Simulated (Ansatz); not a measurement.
**Al: response to strain**

Aim: deform Al (equal xy, yz and zx engineering shear strains of +3 %) and compute stress, forces and field gradients with LAPW, PAW and all-electron datasets made for the crystal.

Computed with Ansatz 0.2.0 (DFT PBE, scalar-relativistic, unless a step's input says otherwise).

### 1 The structure to begin with

The structure is cubic, space group Fm-3m (No. 225). Conventional cell: a = 4.048 Å, b = 4.048 Å, c = 4.048 Å, α = 90.00°, β = 90.00°, γ = 90.00°. Around Al (site symmetry m-3m) lie 12 Al at 2.86 Å.

Coordinates:

```
Al
1.0
     0.00000    2.02398    2.02398
     2.02398    0.00000    2.02398
     2.02398    2.02398    0.00000
Al
1
Direct
  0.00000 0.00000 0.00000
```

### 2 After the deformation

Space group Fm-3m before, R-3m after.

### 3 LAPW, all electrons

Contents of input.yaml:

```yaml
crystal:
  lattice:
    - [0.0607194, 2.0543397, 2.0543397]
    - [2.0543397, 0.0607194, 2.0543397]
    - [2.0543397, 2.0543397, 0.0607194]
  atoms:
    - { symbol: Al, position: [0.0, 0.0, 0.0] }
kpoints:
  mp_grid: { grid: [14, 14, 14] }
  band_path:
    path:
      - [0.0, 0.0, 0.0]
      - [0.5, 0.5, 0.5]
      - [0.2428775097, 0.5, 0.7571224903]
      - [-0.2428775097, 0.2428775097, 0.5]
      - [0.0, 0.0, 0.5]
      - [0.0, 0.0, 0.0]
      - [-0.3714387548, 0.0, 0.3714387548]
      - [0.0, 0.3714387548, 0.6285612452]
      - [0.0, 0.5, 0.5]
    npoints: 5
scf:
  occupations: { method: fermi_dirac, width: 0.05 }
hamiltonian:
  xc: pbe
  pseudopotentials: { kind: all_electron, lapw: { basis_error: 0.001 } }
output:
  forces: true
  stress: true
  eigenvalues: true
```

Started as:

```
$ ansatz run input.yaml --threads 1 --pin off --max-ram 3072MiB --backend cpu --events-out ev --progress --plain --runs-dir out
```

### 4 Frozen-core PAW

Contents of input.yaml:

```yaml
crystal:
  lattice:
    - [0.0607194, 2.0543397, 2.0543397]
    - [2.0543397, 0.0607194, 2.0543397]
    - [2.0543397, 2.0543397, 0.0607194]
  atoms:
    - { symbol: Al, position: [0.0, 0.0, 0.0] }
kpoints:
  mp_grid: { grid: [14, 14, 14] }
scf:
  occupations: { method: fermi_dirac, width: 0.05 }
hamiltonian:
  xc: pbe
  pseudopotentials: { kind: paw }
output:
  forces: true
  stress: true
  eigenvalues: true
  efg: { contact_densities: true }
```

### 5 Datasets made for this crystal

Changes to input.yaml since step 4:

```diff
@@ -13,3 +13,3 @@
   xc: pbe
-  pseudopotentials: { kind: paw }
+  pseudopotentials: { kind: all_electron, datasets: crystal }
 output:
```

(Steps that only read results are left out.)

Before running it: what results should come out? Wanted: pressure; largest shear or deviatoric stress.

As calculated:

| quantity | value |
| --- | --- |
| pressure | LAPW -0.29, PAW -0.29, crystal datasets -0.30 GPa |
| largest shear or deviatoric stress (LAPW) | 0.17 GPa |

**Reading.** The largest part of the stress beyond the pressure is 0.17 GPa in size. No run of the undeformed cell stands beside it, so the pressure holds what the given cell had before the change. PAW: stress within 0.01 GPa of LAPW. Crystal datasets: stress within 0.01 GPa of LAPW.
